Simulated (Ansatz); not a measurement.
Formation energy of NbAs in the rocksalt structure

Computed with Ansatz (plane waves, PAW, 420 eV cutoff): PBEsol, scalar-relativistic, no spin polarisation, 10×10×10 k-mesh, Gaussian smearing of 0.05 eV. The datasets are Ansatz's generated set soft_2.

The start was a prototype's sites filled with these elements. The Crystallography Open Database lists the compound in space group I41md, so this is a trial structure.

The structure is cubic, space group Fm-3m (No. 225). The conventional cell has a = 5.210 Å, b = 5.210 Å, c = 5.210 Å, α = 90.00°, β = 90.00°, γ = 90.00°. Nb (site symmetry m-3m) has 6 As at 2.61 Å as nearest neighbours. Around As (site symmetry m-3m) lie 6 Nb at 2.61 Å. (Neighbours are counted to 15 % beyond the shortest distance.)

The elements were computed in their standard states with the same datasets, cutoff and functional. Total energies depend on the potentials used, so only differences within one code and one set of settings carry meaning.

Energy of the relaxed cell (2 atoms, smearing extrapolated to zero): -9309.067 eV. Elements, in eV/atom: Nb -4495.453, As -4813.023.

Task: What is the formation energy?

Result: [-9309.067 − (1 × -4495.453 + 1 × -4813.023)] / 2 = -0.30 eV/atom, or -29 kJ per mole of atoms.

The value is for 0 K, without zero-point energy. A negative value shows stability against the elements alone, not against other compounds or structures.
